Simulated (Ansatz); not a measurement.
Runs of Ansatz 0.2.0 on PbO2. Symmetry: Fm-3m, No. 225, cubic system. The conventional cell has a = 5.404 Å, b = 5.404 Å, c = 5.404 Å, α = 90.00°, β = 90.00°, γ = 90.00°. Pb (site symmetry m-3m) has 8 O at 2.34 Å as nearest neighbours. O (site symmetry -43m) is surrounded by 4 Pb at 2.34 Å. The cell comes from a database or a generator and needn't be the stable form of this composition.

| task | level | potentials or basis | spin | cell | k mesh | cutoff (eV) | smearing | other keys | mesh quality | gap on the mesh (eV) | pressure (GPa) |
| --- | --- | --- | --- | --- | --- | --- | --- | --- | --- | --- | --- |
| single point | BPBE | Ansatz PAW | SOC, no magnetisation | cell strained at random at fixed volume | 9 × 9 × 9 | 420 | methfessel-paxton 0.15 eV | scf.mixing.preconditioner = none | not flagged | none | -0.2 |
| density of states | BLYP | SSSP precision PAW | off | volume scaled by 1.25 | 9 × 9 × 9 | 1020 | tetrahedron | - | not flagged | none | -12.2 |
| single point | exchange-only PBE | PseudoDojo standard (PBE files) | SOC, no magnetisation | volume scaled by 0.88 | 9 × 9 × 9 | 1143 | fermi-dirac 0.15 eV | - | not flagged | none | (a) |
| single point | LDA | Ansatz PAW | non-collinear, random start, SOC | volume scaled by 0.8 | 9 × 9 × 9 | 420 | tetrahedron uncorrected | scf.occupations.width = left out; … | not flagged | none | (b) |
| single point | m-r2SCAN+D3(BJ) | JTH PAW LDA | off | as given | 9 × 9 × 9 | 1800 | fermi-dirac 0.1 eV | - | not flagged | none | -7.6 |
| single point | r2SCAN+D3(BJ)-ATM | SSSP efficiency PAW | off | volume scaled by 0.8 | 5 × 5 × 5 | 680 | gaussian 0.01 eV | scf.occupations.method = gaussian; scf.occupations.width = 0.01; … | coarse | none | 45.9 |

Question: Estimate the missing entries.

Answer: (a) 47.1; (b) 36.4.

Caveats: some runs use coarse meshes; the PAW data sets come from PBE, with cores solved anew for the run's functional, which leaves a small shift of forces and pressure (some runs); pairwise dispersion overbinds metals, which lowers pressure and volume (some runs); with tetrahedron occupations forces and stress needn't match the slope of the energy (some runs); the potentials were made for another functional, which shifts forces and pressure (some runs); the starting moments weren't kept (some runs); the thresholds are loose for stress (some runs); the dispersion damping was fitted for another functional or another form of the correction (some runs).

A k mesh can miss the band edges, and rows without SOC leave out spin-orbit coupling on Pb.

A gap of «none» marks a metal or a gap under the smearing width.
